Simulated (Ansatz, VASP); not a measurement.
**NaCl: VASP beside Ansatz**

```xyz
2
Lattice="3.5022 0.0000 0.0327 0.0000 3.5022 0.0000 0.0327 0.0000 3.5022" Properties=species:S:1:pos:R:3 pbc="T T T"
Na    0.0000    0.0000    0.0000
Cl    1.7675    1.7511    1.7675
```

Change from the starting cell: strain +0.0187 x Voigt [0, 0, 0, 0, 1, 0], atoms carried along.

Alike in both runs: task single point; functional PBEsol; k mesh 6 × 6 × 6; occupations gaussian, width 0.05 eV; no spin polarisation.

```csv
,VASP,Ansatz
version,VASP 6.6.1,Ansatz 0.2.0
potentials or method,"VASP PAW PBE potentials, release 64 (Na_pv, Cl)","scalar-relativistic, plane waves, PAW"
plane-wave cutoff (eV),520,420
valence electrons in the cell,14,16
```

```csv
,VASP,Ansatz,Ansatz less VASP
gap on the k mesh at the Fermi level (eV),3.84,3.84,+0.003
least direct gap on the mesh (eV),4.31,4.31,+0.003
pressure (GPa),-1.2,-1.2,0.00
```

The two sets of potentials don't hold the same shells in valence.

Caveats: the PAW data sets were made with another functional, which shifts forces and pressure a little (VASP). A k mesh can miss the band edges.
